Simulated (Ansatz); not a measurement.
# AlN: from a guess to a relaxed structure

The task: take a trial cell of AlN to zero force and stress.

Method: DFT PBE, scalar-relativistic, plane waves, PAW, in Ansatz 0.2.0.

### Step 1. Starting point

The structure is tetragonal, space group I4/mcm (No. 140). The conventional cell has a = 6.399 Å, b = 6.399 Å, c = 3.750 Å, α = 90.00°, β = 90.00°, γ = 90.00°. Al (site symmetry m2m) is surrounded by 5 N at 1.87 Å. Around N (site symmetry m2m) lie 5 Al at 1.87 Å.

Coordinates:

```
Al N
1.0
    -3.19949    3.19949    1.87480
     3.19949   -3.19949    1.87480
     3.19949    3.19949   -1.87480
Al N
4 4
Direct
  0.85352 0.35352 0.20704
  0.14648 0.64648 0.79296
  0.35352 0.14648 0.50000
  0.64648 0.85352 0.50000
  0.85352 0.64648 0.50000
  0.14648 0.35352 0.50000
  0.35352 0.85352 0.20704
  0.64648 0.14648 0.79296
```

Recipe of the guess: 5-connected net, two elements alternating (I4/mcm, No. 140). Its size is a rough estimate.

### Step 2. The guess as it stands, on a coarse mesh

File input.yaml:

```yaml
crystal:
  lattice:
    - [-3.19948501, 3.19948501, 1.87479838]
    - [3.19948501, -3.19948501, 1.87479838]
    - [3.19948501, 3.19948501, -1.87479838]
  atoms:
    - { symbol: Al, position: [0.85352092, 0.35352092, 0.20704183] }
    - { symbol: Al, position: [0.14647908, 0.64647908, 0.79295817] }
    - { symbol: Al, position: [0.35352092, 0.14647908, 0.5] }
    - { symbol: Al, position: [0.64647908, 0.85352092, 0.5] }
    - { symbol: "N", position: [0.85352092, 0.64647908, 0.5] }
    - { symbol: "N", position: [0.14647908, 0.35352092, 0.5] }
    - { symbol: "N", position: [0.35352092, 0.85352092, 0.20704183] }
    - { symbol: "N", position: [0.64647908, 0.14647908, 0.79295817] }
basis:
  ecutwfc: 420
kpoints:
  mp_grid: { grid: [6, 6, 6] }
hamiltonian:
  xc: pbe
scf:
  occupations: { method: gaussian, width: 0.1 }
  lower_state_search: "off"
output:
  forces: true
  stress: true
  eigenvalues: true
```

Run with:

```sh
$ ansatz run input.yaml --threads 1 --pin off --max-ram 2560MiB --backend cpu --events-out ev --progress --plain --runs-dir out
```

Standard output:

```text
[... 33 lines left out ...]
SCF 1 converged in 7 iterations: F = -3693.545577 eV  dr2 = 6.49e-9
SCF converged after 7 iterations
Free energy (F): -3693.545577 eV
Harris-Foulkes:  -3693.545577 eV  (|F-HF|=7.85e-10)
Internal energy: -3693.545577 eV  (E = F + TS)
E sigma→0 (E₀):  -3693.545577 eV
Fermi energy:    10.169934 eV
--- Per-component energies (eV) ---
  E_band       = 78.512046
  E_kinetic    = 673.063010
  E_local      = -1152.092412  (includes V_loc(G=0)·N_el)
  E_nonlocal   = 224.523059
  E_hartree    = 437.208864
  E_xc         = -417.210465
  E_vxc        = -444.875492  (∫ρ·V_xc dr)
  E_paw        = -2383.913009  (= ΣΔE_a)
  E_vpaw       = -96.522886  (= ΣTr[D̂ρ^β])
  E_aug_tail   = 0.000419  (compensation charges beyond the density's cutoff)
  E_ewald      = -1075.125042
  E_smearing   = -0.000000  (= −TS)
  E_closure    = -0.000000  (closes the sum)
  Σ components = -3693.545577   (vs F -3693.545577, Δ=0.00e0)
--- Forces (eV/Å), atoms counted from 1 ---
  atom   1  Al    -0.72178246    -0.72178246     0.00000000
  atom   2  Al     0.72178246     0.72178246    -0.00000000
  atom   3  Al     0.72178246    -0.72178246    -0.00000000
  atom   4  Al    -0.72178246     0.72178246     0.00000000
  atom   5  N      1.25184334    -1.25184334     0.00000000
  atom   6  N     -1.25184334     1.25184334    -0.00000000
  atom   7  N     -1.25184334    -1.25184334    -0.00000000
  atom   8  N      1.25184334     1.25184334     0.00000000
  max |Σ_I F_I| component: 2.22e-16 eV/Å
--- Stress (GPa, compression-positive) ---
       30.991249       0.000000      -0.000000
        0.000000      30.991249       0.000000
       -0.000000       0.000000      54.772806
  P = ⅓ Tr σ = 38.9184 GPa (389.184 kbar)
--- Band table (eV; the first three rows and the last of 30) ---
  k-point 0: bands = ["-8.7084", "-5.1798", "-4.6541", "-4.6541", "1.5979", "3.3320", "3.4131", "4.0945", "4.0945", "4.3439", "4.3439", "5.1105", "8.0189", "8.1013", "8.1013", "8.9273", "11.4125", "15.4764", "15.5347", "15.5347", "18.7175", "18.7175", "19.0941"]
  k-point 1: bands = ["-8.6023", "-5.5475", "-4.6453", "-4.5234", "1.7908", "2.9447", "3.5924", "4.0814", "4.1679", "4.4078", "4.6997", "5.1783", "7.6408", "7.9847", "8.2709", "8.6895", "11.7956", "15.5001", "15.7838", "15.8610", "17.5393", "18.6585", "19.0451"]
  k-point 2: bands = ["-8.3361", "-6.1563", "-4.6276", "-4.4199", "2.0712", "2.5622", "3.9041", "4.0561", "4.2528", "4.5041", "5.2180", "5.6888", "6.6825", "8.0401", "8.0933", "8.4482", "12.4403", "15.3688", "16.3684", "16.6682", "16.7101", "18.1765", "18.4476"]
  k-point 29: bands = ["-7.3658", "-6.4210", "-6.4210", "-3.8919", "1.8474", "2.4255", "4.1089", "5.0274", "5.0274", "5.8667", "6.2092", "6.2092", "6.3693", "6.3693", "6.8404", "7.9501", "13.9205", "14.8809", "15.4003", "15.4672", "16.9638", "16.9638", "18.1327"]
```

Wall time 3.7 s (1 thread of Intel Xeon Platinum 8259CL at 2.50GHz (Skylake/Cascade Lake), shared host); peak memory 0.41 GiB.

Read-out: pressure 38.9 GPa, largest force 1.77 eV/Å, gap on this mesh 2.49 eV. A guess like this is first relaxed loosely on the coarse mesh.

### Step 3. A loose first relaxation

input.yaml: that of step 2 with these lines changed.

```diff
@@ -27 +27,6 @@
   eigenvalues: true
+relax:
+  adjacent_minimum: "off"
+  f_tol: 0.04
+  max_steps: 70
+  cell: { stress_tol: 0.4 }
```

Run with:

```sh
$ ansatz run input.yaml --threads 1 --pin off --max-ram 2560MiB --backend cpu --events-out ev --progress --plain --runs-dir out
```

Standard output:

```text
Warning: RAYON_NUM_THREADS=1 ignored (pool sized by the plan → 1); use --threads N
Engine: ansatz 0.2.0, x86_64-unknown-linux-gnu
Pseudopotentials: kind: paw
Pseudopotential: Al, paw, valence charge 3, recommended cutoff 420 eV (normal), Al.paw.azcp
Pseudopotential: N, paw, valence charge 5, recommended cutoff 420 eV (normal), N.paw.azcp
Functional definition: PBE
  parameter kappa = 0.804
  parameter beta = 0.06672455060314922
  exchange = pbe_x(kappa = kappa, mu = beta*pi^2/3)
  correlation = pbe_c(beta = beta)
Crystal: 8 atoms, lattice volume = 76.767 Å³
Basis set: ecut = 420 eV, 1487 PW (Γ), exchange–correlation on 72×72×72 points (8 copies of the dense FFT grid, shifted against one another)
Bands: 24, of which v1, the nominal top of the filled ones, is band 16 counted from 1 (15 counted from 0)
Symmetry: 16 space group operations
Space group: I4/mcm (ITA 140), of the structure as read, at distance tolerance 4.3e-5 Å
k-points: 30 of 216
Non-local potential: Al, projectors of the file, l = 0: 2, l = 1: 2, l = 2: 1
Non-local potential: N, projectors of the file, l = 0: 2, l = 1: 2, l = 2: 1
PAW form: soft (Blöchl's): semilocal exchange-correlation on the pseudo side does not see the compensation charge
PAW one-centre angular grid: Al, 110 points (default); XC on 64 Gauss nodes
PAW one-centre angular grid: N, 110 points (default); XC on 64 Gauss nodes
Initial density: superposition of atomic densities (neutral atoms: chi_scale 0, normalization atom), corrected by the library's trained network
Initial wavefunctions: pseudopotential atomic-orbital guess
Functional: x = pbe(κ = 0.804, μ = 0.2195149727645171), c = pbe(β = 0.06672455060314922)
SCF iter   1: F=—  HF=-3693.544290 eV  |F-HF|=—  |Δ(HF+E_count)|=         —  Δρ=4.42e-3  dr2=1.69e-2  ethr=1.77e-3  ⟨swp⟩=8.3  Hψ=4525  notcnv=0  defer=9
preconditioner: auto → none  [insulator: Δε(μ)=2.424 eV  Ē_g=14.128 eV  σ=0.100 eV  W_gap=1.00  n_scr=16 (ndim 8)  ℏωp=24.0 eV  f_vac=0.015  D(μ)=0.00/eV (n_scr^D=0)  ε∞_Penn≈3.9]
SCF iter   2: F=—  HF=-3693.543501 eV  |F-HF|=—  |Δ(HF+E_count)|=   7.90e-4  Δρ=1.92e-3  dr2=2.26e-3  ethr=5.28e-5  ⟨swp⟩=2.4  Hψ=1298  notcnv=0  defer=13
SCF iter   3: F=—  HF=-3693.545346 eV  |F-HF|=—  |Δ(HF+E_count)|=   1.84e-3  Δρ=7.00e-4  dr2=3.16e-4  ethr=7.07e-6  ⟨swp⟩=2.5  Hψ=1176  notcnv=0  defer=13
SCF iter   4: F=—  HF=-3693.545758 eV  |F-HF|=—  |Δ(HF+E_count)|=   4.12e-4  Δρ=1.36e-4  dr2=1.39e-5  ethr=9.88e-7  ⟨swp⟩=2.0  Hψ=1068  notcnv=0  defer=13
SCF iter   5: F=—  HF=-3693.545577 eV  |F-HF|=—  |Δ(HF+E_count)|=   1.81e-4  Δρ=6.89e-5  dr2=5.12e-6  ethr=4.35e-8  ⟨swp⟩=2.0  Hψ=1106  notcnv=0  defer=13
SCF iter   6: F=—  HF=-3693.545577 eV  |F-HF|=—  |Δ(HF+E_count)|=   2.16e-7  Δρ=1.53e-5  dr2=1.16e-7  ethr=1.60e-8  ⟨swp⟩=2.0  Hψ=1023  notcnv=0  defer=13
SCF iter   7: F=-3693.545577 eV  HF=-3693.545577 eV  |F-HF|=7.63e-10  |Δ(HF+E_count)|=   7.26e-8  Δρ=2.69e-6  dr2=6.42e-9  ethr=3.13e-10  ⟨swp⟩=11.2  Hψ=3818  notcnv=0
SCF 1 converged in 7 iterations: F = -3693.545577 eV  dr2 = 6.42e-9
relax step   1: F+E_penalty+E_count = -3693.54557715 eV  Δ(F+E_penalty+E_count) = +0.000e0 eV  max|allowed force component| = 1.252e0 eV/Å  Δτ_max = 0.0000 Å  P = +38.918 GPa  Ω = 76.767 Å³  (7 SCF iters, dr2 threshold 1.00e-7 eV, accepted)
Crystal: 8 atoms, lattice volume = 81.410 Å³
Basis set: ecut = 420 eV, 1615 PW (Γ), exchange–correlation on 72×72×72 points (8 copies of the dense FFT grid, shifted against one another)
Initial density: handed on by an earlier stage of this run
Initial wavefunctions: those handed on with the density
iter 1 solved again at ethr=9.63e-4 eV; its pass at ethr=3.10e-3 eV (dr2=3.08e-1 eV) is discarded
SCF iter   1: F=—  HF=-3694.601500 eV  |F-HF|=—  |Δ(HF+E_count)|=         —  Δρ=1.66e-2  dr2=3.07e-1  ethr=9.63e-4  ⟨swp⟩=1.4  Hψ=4428  notcnv=0
preconditioner: auto → none  [insulator: Δε(μ)=2.189 eV  Ē_g=13.501 eV  σ=0.100 eV  W_gap=1.00  n_scr=16 (ndim 8)  ℏωp=23.3 eV  f_vac=0.061  D(μ)=0.00/eV (n_scr^D=0)  ε∞_Penn≈4.0]
SCF iter   2: F=—  HF=-3694.515176 eV  |F-HF|=—  |Δ(HF+E_count)|=   8.63e-2  Δρ=7.23e-3  dr2=3.07e-2  ethr=9.58e-4  ⟨swp⟩=2.9  Hψ=1449  notcnv=0
SCF iter   3: F=—  HF=-3694.504847 eV  |F-HF|=—  |Δ(HF+E_count)|=   1.03e-2  Δρ=1.56e-3  dr2=1.32e-3  ethr=9.59e-5  ⟨swp⟩=2.0  Hψ=1202  notcnv=0
SCF iter   4: F=—  HF=-3694.504215 eV  |F-HF|=—  |Δ(HF+E_count)|=   6.33e-4  Δρ=3.40e-4  dr2=8.27e-5  ethr=4.12e-6  ⟨swp⟩=2.2  Hψ=1114  notcnv=0
SCF iter   5: F=—  HF=-3694.503907 eV  |F-HF|=—  |Δ(HF+E_count)|=   3.08e-4  Δρ=6.79e-5  dr2=2.30e-6  ethr=2.58e-7  ⟨swp⟩=2.0  Hψ=1076  notcnv=0
SCF iter   6: F=-3694.503908 eV  HF=-3694.503908 eV  |F-HF|=4.61e-8  |Δ(HF+E_count)|=   1.36e-6  Δρ=8.35e-6  dr2=3.83e-8  ethr=2.50e-9  ⟨swp⟩=8.7  Hψ=3693  notcnv=0
SCF 2 converged in 6 iterations: F = -3694.503908 eV  dr2 = 3.83e-8
relax step   2: F+E_penalty+E_count = -3694.50390845 eV  Δ(F+E_penalty+E_count) = -9.583e-1 eV  max|allowed force component| = 6.142e-1 eV/Å  Δτ_max = 0.0176 Å  P = +20.647 GPa  Ω = 81.410 Å³  energy of the carried Pulay correction = -1.481e-2 eV  (6 SCF iters, dr2 threshold 8.00e-7 eV, accepted)
Crystal: 8 atoms, lattice volume = 87.192 Å³
Basis set: ecut = 420 eV, 1727 PW (Γ), exchange–correlation on 72×72×72 points (8 copies of the dense FFT grid, shifted against one another)
iter 1 solved again at ethr=1.22e-3 eV; its pass at ethr=3.10e-3 eV (dr2=3.91e-1 eV) is discarded
SCF iter   1: F=—  HF=-3695.135886 eV  |F-HF|=—  |Δ(HF+E_count)|=         —  Δρ=1.82e-2  dr2=3.91e-1  ethr=1.22e-3  ⟨swp⟩=1.2  Hψ=4496  notcnv=0
preconditioner: auto → none  [insulator: Δε(μ)=2.032 eV  Ē_g=12.942 eV  σ=0.100 eV  W_gap=1.00  n_scr=16 (ndim 8)  ℏωp=22.5 eV  f_vac=0.065  D(μ)=0.00/eV (n_scr^D=0)  ε∞_Penn≈4.0]
SCF iter   2: F=—  HF=-3695.029475 eV  |F-HF|=—  |Δ(HF+E_count)|=   1.06e-1  Δρ=8.46e-3  dr2=4.65e-2  ethr=1.22e-3  ⟨swp⟩=2.8  Hψ=1427  notcnv=0
SCF iter   3: F=—  HF=-3695.014321 eV  |F-HF|=—  |Δ(HF+E_count)|=   1.52e-2  Δρ=1.76e-3  dr2=1.97e-3  ethr=1.45e-4  ⟨swp⟩=2.1  Hψ=1319  notcnv=0  defer=12
SCF iter   4: F=—  HF=-3695.013415 eV  |F-HF|=—  |Δ(HF+E_count)|=   9.06e-4  Δρ=4.13e-4  dr2=1.46e-4  ethr=6.16e-6  ⟨swp⟩=2.3  Hψ=1135  notcnv=0  defer=13
SCF iter   5: F=—  HF=-3695.013059 eV  |F-HF|=—  |Δ(HF+E_count)|=   3.56e-4  Δρ=8.63e-5  dr2=3.77e-6  ethr=4.55e-7  ⟨swp⟩=2.0  Hψ=1037  notcnv=0  defer=13
SCF iter   6: F=-3695.013061 eV  HF=-3695.013061 eV  |F-HF|=4.55e-8  |Δ(HF+E_count)|=   1.81e-6  Δρ=9.40e-6  dr2=4.87e-8  ethr=2.50e-9  ⟨swp⟩=9.2  Hψ=3844  notcnv=0
SCF 3 converged in 6 iterations: F = -3695.013061 eV  dr2 = 4.87e-8
relax step   3: F+E_penalty+E_count = -3695.01306076 eV  Δ(F+E_penalty+E_count) = -5.092e-1 eV  max|allowed force component| = 1.867e-1 eV/Å  Δτ_max = 0.0145 Å  P = +3.244 GPa  Ω = 87.192 Å³  energy of the carried Pulay correction = -3.208e-2 eV  (6 SCF iters, dr2 threshold 8.00e-7 eV, accepted)
[... 11 lines left out ...]
relax step   4: F+E_penalty+E_count = -3695.04696828 eV  Δ(F+E_penalty+E_count) = -3.391e-2 eV  max|allowed force component| = 2.197e-1 eV/Å  Δτ_max = 0.0130 Å  P = +3.277 GPa  Ω = 86.926 Å³  energy of the carried Pulay correction = -3.131e-2 eV  (6 SCF iters, dr2 threshold 8.00e-7 eV, accepted)
[... 10 lines left out ...]
relax step   5: F+E_penalty+E_count = -3695.06649199 eV  Δ(F+E_penalty+E_count) = -1.952e-2 eV  max|allowed force component| = 3.105e-2 eV/Å  Δτ_max = 0.0081 Å  P = +0.305 GPa  Ω = 88.228 Å³  energy of the carried Pulay correction = -3.505e-2 eV  (5 SCF iters, dr2 threshold 8.00e-7 eV, accepted)
[... 9 lines left out ...]
relax step   6: F+E_penalty+E_count = -3695.06662163 eV  Δ(F+E_penalty+E_count) = -1.296e-4 eV  max|allowed force component| = 6.353e-3 eV/Å  Δτ_max = 0.0023 Å  P = -0.009 GPa  Ω = 88.368 Å³  energy of the carried Pulay correction = -3.545e-2 eV  (5 SCF iters, dr2 threshold 8.00e-7 eV, accepted)
[... 10 lines left out ...]
relax step   7: F+E_penalty+E_count = -3695.15312826 eV  Δ(F+E_penalty+E_count) = -8.651e-2 eV  max|allowed force component| = 6.116e-3 eV/Å  Δτ_max = 0.0000 Å  P = +1.263 GPa  Ω = 88.368 Å³  stress off target by 2.06e0 GPa  SCF on the basis re-selected at this cell (its energy is not comparable with the rows above)  (6 SCF iters)
[... 10 lines left out ...]
relax step   8: F+E_penalty+E_count = -3695.15543607 eV  Δ(F+E_penalty+E_count) = -2.308e-3 eV  max|allowed force component| = 3.435e-3 eV/Å  Δτ_max = 0.0002 Å  P = +0.111 GPa  Ω = 88.927 Å³  energy of the carried Pulay correction = -1.518e-3 eV  (5 SCF iters, dr2 threshold 8.00e-7 eV, accepted)
iter 1 solved again at ethr=6.94e-8 eV; its pass at ethr=3.10e-3 eV (dr2=2.22e-5 eV) is discarded
SCF iter   1: F=—  HF=-3695.157386 eV  |F-HF|=—  |Δ(HF+E_count)|=         —  Δρ=3.99e-5  dr2=1.80e-7  ethr=6.94e-8  ⟨swp⟩=3.6  Hψ=6298  notcnv=0
preconditioner: auto → none  [insulator: Δε(μ)=2.214 eV  Ē_g=12.982 eV  σ=0.100 eV  W_gap=1.00  n_scr=16 (ndim 8)  ℏωp=22.3 eV  f_vac=0.046  D(μ)=0.00/eV (n_scr^D=0)  ε∞_Penn≈3.9]
SCF iter   2: F=—  HF=-3695.157059 eV  |F-HF|=—  |Δ(HF+E_count)|=   3.27e-4  Δρ=1.93e-5  dr2=4.86e-8  ethr=5.62e-10  ⟨swp⟩=2.2  Hψ=1207  notcnv=0
SCF iter   3: F=—  HF=-3695.157059 eV  |F-HF|=—  |Δ(HF+E_count)|=   2.23e-7  Δρ=6.47e-6  dr2=1.74e-8  ethr=1.52e-10  ⟨swp⟩=2.0  Hψ=1147  notcnv=0
SCF iter   4: F=-3695.157059 eV  HF=-3695.157059 eV  |F-HF|=3.40e-10  |Δ(HF+E_count)|=   1.07e-8  Δρ=9.47e-7  dr2=2.10e-10  ethr=1.60e-11  ⟨swp⟩=5.0  Hψ=3567  notcnv=0
SCF 9 converged in 4 iterations: F = -3695.157059 eV  dr2 = 2.10e-10
relax step   9: F+E_penalty+E_count = -3695.15705906 eV  Δ(F+E_penalty+E_count) = -1.623e-3 eV  max|allowed force component| = 3.401e-3 eV/Å  Δτ_max = 0.0000 Å  P = +0.113 GPa  Ω = 88.927 Å³  stress off target by 2.43e-1 GPa  SCF on the basis re-selected at this cell (its energy is not comparable with the rows above)  (4 SCF iters)
basis re-selected at this cell: Δ(F+E_penalty+E_count) = -1.623e-3 eV, ΔP = +0.003 GPa vs the last step (what re-selecting the basis moved, of the pressure what is left beyond the Pulay correction that the steps carried, after the strain that the cell walked since its last selection, with what the two solves' SCF thresholds leave and, on support functions, any second-order correction that the steps lacked; it is no measure of the basis error at this ecutwfc). This SCF's stress stands 2.43e-1 GPa from its target on what of the cell is left free (relax.cell.stress_tol is 4.00e-1 GPa) and its largest allowed force component is 3.40e-3 eV/Å (relax.f_tol is 4.00e-2 eV/Å): within both
SCF converged after 4 iterations
Free energy (F): -3695.157059 eV
Harris-Foulkes:  -3695.157059 eV  (|F-HF|=3.40e-10)
Internal energy: -3695.157059 eV  (E = F + TS)
E sigma→0 (E₀):  -3695.157059 eV
Fermi energy:    8.569019 eV
--- Per-component energies (eV) ---
  E_band       = 39.355382
  E_kinetic    = 640.945881
  E_local      = -1146.494105  (includes V_loc(G=0)·N_el)
  E_nonlocal   = 218.623788
  E_hartree    = 425.787457
  E_xc         = -408.386993
  E_vxc        = -433.470411  (∫ρ·V_xc dr)
  E_paw        = -2379.327602  (= ΣΔE_a)
  E_vpaw       = -91.825235  (= ΣTr[D̂ρ^β])
  E_aug_tail   = 0.000390  (compensation charges beyond the density's cutoff)
  E_ewald      = -1046.305874
  E_smearing   = -0.000000  (= −TS)
  E_closure    = 0.000000  (closes the sum)
  Σ components = -3695.157059   (vs F -3695.157059, Δ=0.00e0)
--- Forces (eV/Å), atoms counted from 1 ---
  atom   1  Al    -0.00340109    -0.00340109     0.00000000
  atom   2  Al     0.00340109     0.00340109     0.00000000
  atom   3  Al     0.00340109    -0.00340109     0.00000000
  atom   4  Al    -0.00340109     0.00340109     0.00000000
  atom   5  N      0.00089972    -0.00089972     0.00000000
  atom   6  N     -0.00089972     0.00089972     0.00000000
  atom   7  N     -0.00089972    -0.00089972     0.00000000
  atom   8  N      0.00089972     0.00089972     0.00000000
  max |Σ_I F_I| component: 4.34e-19 eV/Å
--- Stress (GPa, compression-positive) ---
        0.048742      -0.000000       0.000000
       -0.000000       0.048742       0.000000
        0.000000      -0.000000       0.242620
  P = ⅓ Tr σ = 0.1134 GPa (1.134 kbar)
--- Band table (eV; the first three rows and the last of 30) ---
  k-point 0: bands = ["-9.1390", "-6.3562", "-5.7389", "-5.7389", "0.8756", "1.8569", "2.4804", "2.8849", "2.8849", "2.8861", "2.8861", "4.2753", "6.0690", "6.2108", "6.2108", "7.4619", "9.6762", "13.2315", "13.2315", "13.4013", "15.3005", "16.0087", "16.0087", "16.1272"]
  k-point 1: bands = ["-9.0398", "-6.5756", "-5.7334", "-5.7287", "0.9531", "2.0011", "2.0691", "2.8727", "2.8879", "3.0326", "3.5747", "4.0962", "5.7512", "6.1145", "6.3448", "7.2527", "10.0976", "12.9615", "13.5893", "13.6944", "15.0739", "15.7501", "15.8597", "16.1156"]
  k-point 2: bands = ["-8.7875", "-7.0369", "-5.7243", "-5.7224", "1.0289", "1.6079", "2.7585", "2.8467", "2.9290", "3.2982", "3.7367", "4.5541", "4.8286", "6.2906", "6.5048", "6.6630", "10.7608", "13.0816", "13.4687", "14.4975", "14.5405", "15.2261", "15.5130", "15.9293"]
  k-point 29: bands = ["-7.8082", "-7.2669", "-7.2669", "-5.4329", "0.8702", "1.6798", "2.2825", "3.7899", "3.7899", "4.4517", "4.6359", "4.6359", "4.8936", "5.2527", "5.2527", "6.3662", "11.9479", "12.6273", "13.3434", "13.5606", "14.2010", "14.2010", "15.8281", "17.2757"]
--- Relaxed structure (7 steps of the walk, 7 accepted, 2 SCFs on fresh bases) ---
  F+E_penalty+E_count = -3695.15705906 eV   max|allowed force component| = 3.401e-3 eV/Å   (the final SCF, on the basis selected at the relaxed cell)
  cell:  # Å, volume = 88.9273 Å³
    - [-3.2897664819397936, 3.2897664819397936, 2.0542098613942765]
    - [3.2897664819397936, -3.2897664819397936, 2.0542098613942765]
    - [3.2897664819397936, 3.2897664819397936, -2.0542098613942765]
  atoms:
    - { symbol: Al, position: [0.8528855331840282, 0.35288553318402816, 0.2057710663680563] }
    - { symbol: Al, position: [0.14711446681597196, 0.647114466815972, 0.7942289336319439] }
    - { symbol: Al, position: [0.3528855331840282, 0.14711446681597193, 0.5] }
    - { symbol: Al, position: [0.647114466815972, 0.8528855331840282, 0.5000000000000001] }
    - { symbol: N, position: [0.8495649139182768, 0.6504350860817232, 0.5] }
    - { symbol: N, position: [0.15043508608172312, 0.34956491391827693, 0.5] }
    - { symbol: N, position: [0.34956491391827693, 0.8495649139182768, 0.1991298278365538] }
    - { symbol: N, position: [0.6504350860817232, 0.15043508608172315, 0.8008701721634464] }
```

Wall time 34 s (1 thread of Intel Xeon Platinum 8259CL at 2.50GHz (Skylake/Cascade Lake), shared host); peak memory 0.44 GiB.

Step by step:

```csv
step,E - E(step 1) (eV/cell),largest force component (eV/Å),pressure (GPa),volume (Å³)
1,0.0000,1.2518,38.92,76.77
2,-0.9583,0.6142,20.65,81.41
3,-1.4675,0.1867,3.24,87.19
4,-1.5014,0.2197,3.28,86.93
5,-1.5209,0.0310,0.31,88.23
6,-1.5210,0.0064,-0.01,88.37
7,-1.6076,0.0061,1.26,88.37
8,-1.6099,0.0034,0.11,88.93
9,-1.6115,0.0034,0.11,88.93
```

Step 1 is the start. Steps 7, 9 each repeat the geometry before them on a plane-wave basis chosen anew, so the energy can jump there without any move.

Lengths and angles in the start's conventional setting:

|  | before | after | change |
| --- | --- | --- | --- |
| a (Å) | 6.399 | 6.580 | +2.8 % |
| b (Å) | 6.399 | 6.580 | +2.8 % |
| c (Å) | 3.750 | 4.108 | +9.6 % |
| volume (Å³/atom) | 9.60 | 11.12 | +15.8 % |
| shortest distance (Å) | 1.874 | 1.884 | +0.5 % |
| space group (0.01 Å) | I4/mcm | I4/mcm | same |

The run keeps the 16 symmetry operations of the start, so it could not have lowered the symmetry.

[end of part 1 of 2]
